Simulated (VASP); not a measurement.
# SnO (Romarchite) (P4/nmm) in VASP: further runs, part 2 of 2

VASP 6.6.1. Earlier steps stand in the parts before.

### Step 4. Relaxation of cell and atoms, rev-vdW-DF2

INCAR reads:

```
AGGAC = 0.0 ; ALGO = Normal
EDIFF = 1E-7 ; EDIFFG = -0.005
ENCUT = 600 ; GGA = MK
IBRION = 2 ; ISIF = 3
ISMEAR = 0 ; LASPH = True
LCHARG = False ; LREAL = False
LUSE_VDW = True ; LWAVE = False
NELM = 80 ; NSW = 90
PARAM1 = 0.1234 ; PARAM2 = 0.711357
PREC = Accurate ; SIGMA = 0.03
ZAB_VDW = -1.8867
```

KPOINTS reads:

```
k-points
0
Gamma
  8 8 6
```

POSCAR reads:

```
SnO                                     
1.0
    3.8452847200      0.0000000000      0.0000000000
    0.0000000000      3.8452847200      0.0000000000
    0.0000000000     -0.0000000000      4.8585033301
  Sn              O             
     2     2
Direct
     0.5000000000000000    0.0000000000000000    0.2388419243799318
     0.0000000000000000    0.5000000000000000    0.7611580756200684
     0.0000000000000000    0.0000000000000000    0.0000000000000000
     0.5000000000000000    0.5000000000000000    0.0000000000000000
```

Potentials or basis: VASP PAW PBE potentials, release 64 (Sn_d, O).

Started as:

```
$ cat potpaw_PBE.64/Sn_d/POTCAR potpaw_PBE.64/O/POTCAR > POTCAR
$ mpirun -np 1 vasp_std > vasp.out
```

OUTCAR:

```text
EDIFF = 1E-7
   EDIFFG = -0.005
   ENCUT = 600
   GGA = MK
   IBRION = 2
   ISIF = 3
   ISMEAR = 0
   LASPH = True
   LREAL = False
   NELM = 80
   NSW = 90
   PREC = Accurate

 ion  position               nearest neighbor table
   1  0.500  0.000  0.239-   3 2.25   4 2.25   4 2.25   3 2.25   2 3.57   2 3.57   2 3.57   2 3.57
                             2 3.72   2 3.72   2 3.72   2 3.72
   2  0.000  0.500  0.761-   3 2.25   4 2.25   3 2.25   4 2.25   1 3.57   1 3.57   1 3.57   1 3.57
                             1 3.72   1 3.72   1 3.72   1 3.72
   3  0.000  0.000  0.000-   1 2.25   2 2.25   2 2.25   1 2.25
   4  0.500  0.500  0.000-   1 2.25   2 2.25   1 2.25   2 2.25

  LATTYP: Found a simple tetragonal cell.
 ALAT       =     3.8452847200
 C/A-ratio  =     1.2634963816

  Lattice vectors:

 A1 = (   3.8452847200,   0.0000000000,   0.0000000000)
 A2 = (   0.0000000000,   3.8452847200,   0.0000000000)
 A3 = (   0.0000000000,   0.0000000000,   4.8585033301)

Analysis of symmetry for initial positions (statically):
=====================================================================
 Subroutine PRICEL returns:
 Original cell was already a primitive cell.

 Routine SETGRP: Setting up the symmetry group for a
 simple tetragonal supercell.

 Subroutine GETGRP returns: Found 16 space group operations
 (whereof  8 operations were pure point group operations)
 out of a pool of 16 trial point group operations.

The static configuration has the point symmetry D_2d.
 The point group associated with its full space group is D_4h.

Analysis of symmetry for dynamics (positions and initial velocities):
=====================================================================
 Subroutine PRICEL returns:
 Original cell was already a primitive cell.

 Routine SETGRP: Setting up the symmetry group for a
 simple tetragonal supercell.

 Subroutine GETGRP returns: Found 16 space group operations
 (whereof  8 operations were pure point group operations)
 out of a pool of 16 trial point group operations.

The dynamic configuration has the point symmetry D_2d.
[... 133 lines left out ...]
   BPARAM     = 6.3000
   IVDW    =     0    specifies the selected vdW correction
   LEPSILON=     F    determine dielectric tensor
   LRPA    =     F    only Hartree local field effects (RPA)
 conjugate gradient relaxation of ions
 non-spin polarized calculation
 Gauss-broadening in eV      SIGMA  =   0.03
  energy-cutoff  :      600.00
  volume of cell :       71.84
 maximum number of plane-waves:      2424
 NGX is ok and might be reduce to    32
   NGX = 15   NGY = 15   NGZ = 19

--------------------------------------- Ionic step        1  -------------------------------------------

 number of electron      40.0000002 magnetization

 Free energy of the ion-electron system (eV)
  ---------------------------------------------------
  ext. energy  EPLUGINS =         0.00000000
  ---------------------------------------------------
  free energy    TOTEN  =       -14.54377339 eV

  energy without entropy =      -14.54377339  energy(sigma->0) =      -14.54377339

------------------------ aborting loop because EDIFF is reached ----------------------------------------

  FORCE on cell =-STRESS in cart. coord.  units (eV):
  Direction    XX          YY          ZZ          XY          YZ          ZX
  --------------------------------------------------------------------------------------
  -------------------------------------------------------------------------------------
  Total       -0.0270501     -0.0270501     -0.0511812      0.0000000      0.0000000      0.0000000
  in kB       -0.6032816     -0.6032816     -1.1414629      0.0000000      0.0000000      0.0000000
  external PRESSURE =      -0.7826754 kB  Pullay stress =       0.0000000 kB
[... 147 lines left out ...]
--------------------------------------- Ionic step        5  -------------------------------------------

 number of electron      40.0000003 magnetization

 Free energy of the ion-electron system (eV)
  ---------------------------------------------------
  ext. energy  EPLUGINS =         0.00000000
  ---------------------------------------------------
  free energy    TOTEN  =       -14.54384719 eV

  energy without entropy =      -14.54384719  energy(sigma->0) =      -14.54384719

 E-fermi :   6.7325     XC(G=0): -10.2553

 val. band max:        6.6231818990   @ k =   0.0000   0.0000   0.0000
 cond. band min:       6.8433373239   @ k =   0.5000   0.5000   0.0000
 fundamental gap:      0.2201554249
 Fermi energy:         6.7325239816

 k-point     1 :       0.0000    0.0000    0.0000
  band No.  band energies     occupation
      1     -15.1360      2.00000
      2     -14.7569      2.00000
      3     -14.7569      2.00000
      4     -14.7535      2.00000
      5     -14.7193      2.00000
      6     -14.7093      2.00000
[... 637 lines left out ...]
     23      11.6732      0.00000
     24      11.6732      0.00000

 [... further k-points ...]

------------------------ aborting loop because EDIFF is reached ----------------------------------------

  FORCE on cell =-STRESS in cart. coord.  units (eV):
  Direction    XX          YY          ZZ          XY          YZ          ZX
  --------------------------------------------------------------------------------------
  -------------------------------------------------------------------------------------
  Total        0.0092226      0.0092226     -0.0146655      0.0000000      0.0000000      0.0000000
  in kB        0.2062507      0.2062507     -0.3279731      0.0000000      0.0000000      0.0000000
  external PRESSURE =       0.0281761 kB  Pullay stress =       0.0000000 kB
[... 23 lines left out ...]
  energy  without entropy=      -14.5438471937  energy(sigma->0) =      -14.54384719

Total vdW correction in eV:      6.7707129

 reached required accuracy - stopping structural energy minimisation
```

OSZICAR:

```text
N       E                     dE             d eps       ncg     rms          rms(c)
DAV:   1     0.431700975815E+03    0.43170E+03   -0.22380E+04  2888   0.275E+03
DAV:   2     0.420197562735E+02   -0.38968E+03   -0.38279E+03  3120   0.613E+02
DAV:   3    -0.159408363177E+02   -0.57961E+02   -0.57311E+02  3432   0.201E+02
[... 44 lines left out ...]
DAV:   3    -0.145438782499E+02    0.14183E-03   -0.32018E-04  3680   0.341E-01    0.353E-02
DAV:   4    -0.145438466546E+02    0.31595E-04   -0.98937E-05  4320   0.164E-01    0.977E-03
DAV:   5    -0.145438476280E+02   -0.97339E-06   -0.31899E-05  4072   0.652E-02    0.554E-03
DAV:   6    -0.145438471538E+02    0.47418E-06   -0.47635E-06  4440   0.202E-02    0.160E-03
DAV:   7    -0.145438471939E+02   -0.40082E-07   -0.35042E-07  2824   0.512E-03
   5 F= -.14543847E+02 E0= -.14543847E+02  d E =-.559693E-04
```

It took 4 min on 1 thread of Intel Xeon 6975P-C (Granite Rapids), shared host; peak memory 0.5 GiB.

What came out:

* Free energy: -14.5438 eV
* Relaxed volume: 17.91 Å³/atom
* Relaxed cell: a = 3.844 Å, b = 3.844 Å, c = 4.848 Å, α = 90.00°, β = 90.00°, γ = 90.00°
* Space group after relaxing (to 0.05 Å): P4/nmm (No. 129)
* Energy gained by relaxing: 0.0 meV/atom
* Ionic steps: 5
* Pressure after relaxing: 0.0 GPa
* Band gap on the k mesh: 0.22 eV, indirect (least direct gap 2.04 eV)

Forces on the atoms (eV/Å):
```
Sn   0.000  0.000 -0.002
Sn   0.000  0.000  0.002
O    0.000  0.000  0.000
O    0.000  0.000  0.000
```

Final structure:
```
Sn O
1.0
     3.84427    0.00000    0.00000
     0.00000    3.84427    0.00000
     0.00000    0.00000    4.84777
Sn O
2 2
Direct
  0.50000 0.00000 0.23937
  0.00000 0.50000 0.76063
  0.00000 0.00000 0.00000
  0.50000 0.50000 0.00000
```

Caveat: the PAW data sets were made with another functional, which shifts forces and pressure a little; spin-orbit coupling is left out, which moves the levels of the heavy elements.

### Step 5. Relaxation of cell and atoms, LDA

This run uses another cell than the first one, of 17.46 Å³/atom, 0.971 times its volume.

INCAR reads:

```
SYSTEM = SnO
PREC = Accurate
ENCUT = 600
EDIFF = 1E-6
ISMEAR = 0
SIGMA = 0.03
LREAL = .FALSE.
LASPH = .TRUE.
NELM = 80
ALGO = Normal
ISIF = 3
LWAVE = .FALSE.
LCHARG = .FALSE.
IBRION = 2
NSW = 90
EDIFFG = -0.01
```

KPOINTS reads:

```
regular mesh
0
G
  8 8 6
  0 0 0
```

POSCAR reads:

```
SnO
1.0
    3.7986000000      0.0000000000      0.0000000000
    0.0000000000      3.7986000000      0.0000000000
    0.0000000000      0.0000000000      4.8408000000
Sn O
2 2
Direct
    0.5000000000      0.0000000000      0.2369000000
    0.0000000000      0.5000000000      0.7631000000
    0.0000000000      0.0000000000      0.0000000000
    0.5000000000      0.5000000000      0.0000000000
```

Potentials or basis: VASP PAW LDA potentials, release 64 (Sn_d, O).

Started as:

```
$ cat potpaw_LDA.64/Sn_d/POTCAR potpaw_LDA.64/O/POTCAR > POTCAR
$ mpirun -np 1 vasp_std > vasp.out
```

OUTCAR:

```text
SYSTEM = SnO
   PREC = Accurate
   ENCUT = 600
   EDIFF = 1E-6
   ISMEAR = 0
   LREAL = .FALSE.
   LASPH = .TRUE.
   NELM = 80
   ISIF = 3
   IBRION = 2
   NSW = 90
   EDIFFG = -0.01

 ion  position               nearest neighbor table
   1  0.500  0.000  0.237-   3 2.22   4 2.22   4 2.22   3 2.22   2 3.53   2 3.53   2 3.53   2 3.53
                             2 3.70   2 3.70   2 3.70   2 3.70
   2  0.000  0.500  0.763-   3 2.22   4 2.22   3 2.22   4 2.22   1 3.53   1 3.53   1 3.53   1 3.53
                             1 3.70   1 3.70   1 3.70   1 3.70
   3  0.000  0.000  0.000-   1 2.22   2 2.22   2 2.22   1 2.22
   4  0.500  0.500  0.000-   1 2.22   2 2.22   1 2.22   2 2.22

  LATTYP: Found a simple tetragonal cell.
 ALAT       =     3.7986000000
 C/A-ratio  =     1.2743642395

  Lattice vectors:

 A1 = (   3.7986000000,   0.0000000000,   0.0000000000)
 A2 = (   0.0000000000,   3.7986000000,   0.0000000000)
 A3 = (   0.0000000000,   0.0000000000,   4.8408000000)

Analysis of symmetry for initial positions (statically):
=====================================================================
 Subroutine PRICEL returns:
 Original cell was already a primitive cell.

 Routine SETGRP: Setting up the symmetry group for a
 simple tetragonal supercell.

 Subroutine GETGRP returns: Found 16 space group operations
 (whereof  8 operations were pure point group operations)
 out of a pool of 16 trial point group operations.

The static configuration has the point symmetry D_2d.
 The point group associated with its full space group is D_4h.

Analysis of symmetry for dynamics (positions and initial velocities):
=====================================================================
 Subroutine PRICEL returns:
 Original cell was already a primitive cell.

 Routine SETGRP: Setting up the symmetry group for a
 simple tetragonal supercell.

 Subroutine GETGRP returns: Found 16 space group operations
[... 150 lines left out ...]

 Free energy of the ion-electron system (eV)
  ---------------------------------------------------
  ext. energy  EPLUGINS =         0.00000000
  ---------------------------------------------------
  free energy    TOTEN  =       -25.71644987 eV

  energy without entropy =      -25.71644567  energy(sigma->0) =      -25.71644777

------------------------ aborting loop because EDIFF is reached ----------------------------------------

  FORCE on cell =-STRESS in cart. coord.  units (eV):
  Direction    XX          YY          ZZ          XY          YZ          ZX
  --------------------------------------------------------------------------------------
  -------------------------------------------------------------------------------------
  Total       -0.9241865     -0.9241865     -0.8174606      0.0000000      0.0000000      0.0000000
  in kB      -21.1985397    -21.1985397    -18.7505124      0.0000000      0.0000000      0.0000000
  external PRESSURE =     -20.3825306 kB  Pullay stress =       0.0000000 kB
[... 95 lines left out ...]
  FREE ENERGIE OF THE ION-ELECTRON SYSTEM (eV)
  ---------------------------------------------------
  free  energy   TOTEN  =       -25.7252452669 eV

  energy  without entropy=      -25.7251123102  energy(sigma->0) =      -25.72517879

[... ionic steps 4 to 9 ...]

--------------------------------------- Ionic step       10  -------------------------------------------

 number of electron      40.0000008 magnetization

------------------------ aborting loop because EDIFF is reached ----------------------------------------
[... 71 lines left out ...]
--------------------------------------- Ionic step       12  -------------------------------------------

 number of electron      40.0000010 magnetization

 Free energy of the ion-electron system (eV)
  ---------------------------------------------------
  ext. energy  EPLUGINS =         0.00000000
  ---------------------------------------------------
  free energy    TOTEN  =       -25.74378042 eV

  energy without entropy =      -25.74352640  energy(sigma->0) =      -25.74365341

 E-fermi :   7.6601     XC(G=0): -11.0190

 val. band max:        7.6533549074   @ k =   0.1250   0.0000   0.0000
 cond. band min:       7.8684777551   @ k =   0.5000   0.5000   0.1667
 fundamental gap:      0.2151228478
 Fermi energy:         7.6601117500

 k-point     1 :       0.0000    0.0000    0.0000
  band No.  band energies     occupation
      1     -14.3685      2.00000
      2     -13.9079      2.00000
      3     -13.9079      2.00000
      4     -13.8880      2.00000
      5     -13.8455      2.00000
      6     -13.8404      2.00000
[... 637 lines left out ...]
     23      12.6374      0.00000
     24      12.6374      0.00000

 [... further k-points ...]

------------------------ aborting loop because EDIFF is reached ----------------------------------------

  FORCE on cell =-STRESS in cart. coord.  units (eV):
  Direction    XX          YY          ZZ          XY          YZ          ZX
  --------------------------------------------------------------------------------------
  -------------------------------------------------------------------------------------
  Total       -0.0093631     -0.0093631     -0.0030519      0.0000000      0.0000000      0.0000000
  in kB       -0.2280485     -0.2280485     -0.0743314      0.0000000      0.0000000      0.0000000
  external PRESSURE =      -0.1768095 kB  Pullay stress =       0.0000000 kB
[... 19 lines left out ...]
  FREE ENERGIE OF THE ION-ELECTRON SYSTEM (eV)
  ---------------------------------------------------
  free  energy   TOTEN  =       -25.7437804209 eV

  energy  without entropy=      -25.7435263970  energy(sigma->0) =      -25.74365341

 reached required accuracy - stopping structural energy minimisation
```

Wall time 8.7 min (1 thread of Intel Xeon 6975P-C (Granite Rapids), shared host); peak memory 0.23 GiB.

Results:

| Quantity | Value |
| --- | --- |
| Free energy | -25.7438 eV |
| Relaxed volume | 16.45 Å³/atom |
| Relaxed cell | a = 3.768 Å, b = 3.768 Å, c = 4.634 Å, α = 90.00°, β = 90.00°, γ = 90.00° |
| Space group after relaxing (to 0.05 Å) | P4/nmm (No. 129) |
| Energy gained by relaxing | 6.8 meV/atom |
| Ionic steps | 12 |
| Pressure after relaxing | 0.0 GPa |
| Band gap on the k mesh | none (metal or under the smearing width) |

The path:
```tsv
step	energy change (eV)	largest force (eV/Å)	pressure (GPa)	volume (Å³)
1	0.0000	0.0057	-2.04	69.85
2	-0.0054	0.4844	1.26	67.63
3	-0.0088	0.2817	-0.04	68.48
4	-0.0151	0.1852	-0.14	67.91
5	-0.0178	0.1661	-0.03	66.37
6	-0.0195	0.0262	-0.03	66.96
7	-0.0239	0.0232	-0.05	66.52
8	-0.0269	0.0222	0.00	65.98
9	-0.0238	0.0239	0.18	64.89
10	-0.0273	0.0145	0.03	65.72
11	-0.0273	0.0160	0.05	65.68
12	-0.0273	0.0002	-0.02	65.78
```

Final structure:
```
Sn O
1.0
     3.76763    0.00000    0.00000
     0.00000    3.76763    0.00000
     0.00000    0.00000    4.63410
Sn O
2 2
Direct
  0.50000 0.00000 0.24794
  0.00000 0.50000 0.75206
  0.00000 0.00000 0.00000
  0.50000 0.50000 0.00000
```

LDA usually gives volumes a few per cent too small. Zero-point motion and thermal expansion aren't in these numbers.
